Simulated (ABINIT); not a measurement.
## CoO in ABINIT: convergence with cutoff

Input of the first run (cutoff 19 Ha); the others differ in this setting and in those tied to it:

File run.abi:

```
# Pseudopotentials
pp_dirpath "./"
pseudos "Co.upf, O.upf"

# Structure
acell 3*1.0 Angstrom
rprim
     1.6022198417     0.9250420569     2.5664708903
    -1.6022198417     0.9250420569     2.5664708903
     0.0000000000    -1.8500841138     2.5664708903
ntypat 2
znucl 27 8
natom 2
typat 1 2
xred
     0.9989783200     0.9989783200     0.9989783200
     0.7510210300     0.7510210300     0.7510210300

# Plane-wave basis
ecut 19.0

# k points
kptopt 1
ngkpt 5 5 5
nshiftk 1
shiftk 0.0 0.0 0.0

# Exchange and correlation
ixc 11

# Bands and occupations
nband 16
occopt 6
tsmear 0.1 eV

# Spin
nsppol 2
spinat
     0.0000000000     0.0000000000     2.0000000000
     0.0000000000     0.0000000000     0.0000000000

# SCF cycle
nstep 100
tolvrs 1.0e-10

# Output
iomode 3
prtwf 0
prtden 0
prteig 0
prtebands 0
enunit 2
```

Potentials or basis: PseudoDojo NC SR PBE v0.5 standard.

Run with:

```sh
$ abinit run.abi > log 2>&1
```

Measurements of this composition are mostly on another form, of space group No. 225.

Hardware: 1 thread of Intel(R) Xeon(R) Platinum 8259CL CPU @ 2.50GHz (Skylake/Cascade Lake), with other jobs on the host.

| cutoff | energy less the tightest run (meV/atom) | pressure (GPa) | largest force (eV/Å) | largest site moment (μB) | SCF cycles | CPU time (s) | peak memory (GiB) |
| --- | --- | --- | --- | --- | --- | --- | --- |
| 19 Ha | 30898.23 | -1187.65 | 0.193 | 0.63 | 25 | 49 | 0.06 |
| 24 Ha | 9735.80 | -562.54 | 0.192 | 2.25 | 20 | 68 | 0.07 |
| 29 Ha | 2343.34 | -201.24 | 0.238 | 2.42 | 19 | 66 | 0.07 |
| 33.5 Ha | 491.63 | -59.00 | 0.256 | 2.46 | 19 | 84 | 0.08 |
| 41 Ha | 15.63 | -2.82 | 0.255 | 2.46 | 19 | 120 | 0.09 |
| 48 Ha | 1.04 | 0.35 | 0.255 | 2.46 | 20 | 180 | 0.11 |
| 55 Ha | 0.61 | 0.38 | 0.255 | 2.46 | 19 | 180 | 0.11 |
| 65 Ha | 0.25 | 0.39 | 0.255 | 2.46 | 20 | 290 | 0.14 |
| 77 Ha | 0.00 | 0.39 | 0.255 | 2.46 | 22 | 400 | 0.16 |

Against the tightest run, the energy stays within 1 meV/atom from 55 Ha on; the pressure stays within 0.1 GPa from 48 Ha on; the largest force stays within 0.005 eV/Å from 33.5 Ha on; the largest site moment stays within 0.02 μB from 33.5 Ha on. The tightest run that finished is the yardstick and may itself not be fully converged.

Caveat, for the tightest run too: the k mesh is coarse (spacing up to 0.48 Å⁻¹), so the values aren't converged; a cell with one magnetic atom can't hold antiferromagnetic order, which such compounds often take.
